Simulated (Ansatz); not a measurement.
Density of states of HgTe (F-43m, a = 6.509 Å, b = 6.509 Å, c = 6.509 Å, α = 90.00°, β = 90.00°, γ = 90.00°), in states per eV and primitive cell, averaged over bins of 0.5 eV. The calculation used Ansatz 0.2.0, DFT PBEsol, scalar-relativistic, plane waves, PAW.

Settings: cutoff 420 eV, Γ-centred mesh 12×12×12 on the computed 2-atom cell, Gaussian smearing of 0.10 eV; no spin polarisation.

The cell is relaxed at this level. The states (both spins) are summed by tetrahedra on a 18×18×18 mesh at the self-consistent density. Energies are bin centres; the table starts no lower than −8 eV and ends at 6 eV, or lower where the solved bands end.

The gap is zero at this level, with almost no states at the Fermi level.

```tsv
E − E_F (eV)	total	Hg 5d	Te 5p	Hg 6s	Te 5s
-7.10	11.03	10.05	0.83	0.12	0.01
-6.60	8.47	8.07	0.13	0.16	0.10
-6.10	0.49	0.42	0.01	0.02	0.04
-5.60	0.63	0.06	0.26	0.28	0.02
-5.10	1.65	0.21	0.69	0.62	0.10
-4.60	0.67	0.11	0.26	0.22	0.07
-4.10	0.41	0.06	0.16	0.13	0.05
-3.60	0.27	0.04	0.10	0.08	0.04
-3.10	0.32	0.03	0.19	0.06	0.03
-2.60	1.72	0.11	1.45	0.06	0.02
-2.10	2.03	0.13	1.74	0.05	0.02
-1.60	1.91	0.13	1.63	0.04	0.01
-1.10	1.60	0.12	1.38	0.02	0.00
-0.60	0.67	0.06	0.58	0.00	0.00
-0.10	0.12	0.01	0.10	0.00	0.00
0.40	0.04	0.00	0.02	0.01	0.00
0.90	0.42	0.01	0.18	0.17	0.03
1.40	0.70	0.01	0.31	0.28	0.03
1.90	1.65	0.02	0.74	0.62	0.04
2.40	1.10	0.01	0.47	0.39	0.01
2.90	0.56	0.00	0.09	0.08	0.00
3.40	0.63	0.00	0.03	0.02	0.00
3.90	0.99	0.00	0.06	0.03	0.00
4.40	1.90	0.00	0.10	0.04	0.00
4.90	1.53	0.00	0.06	0.01	0.00
5.40	2.10	0.01	0.08	0.02	0.00
```

The columns after the total are the Löwdin projections on the occupied valence shells of the potentials. The rest of the total lies in shells that are empty in the free atom, which aren't projected, and between the atoms.

Spin-orbit coupling is left out, which matters for the bands of heavy elements.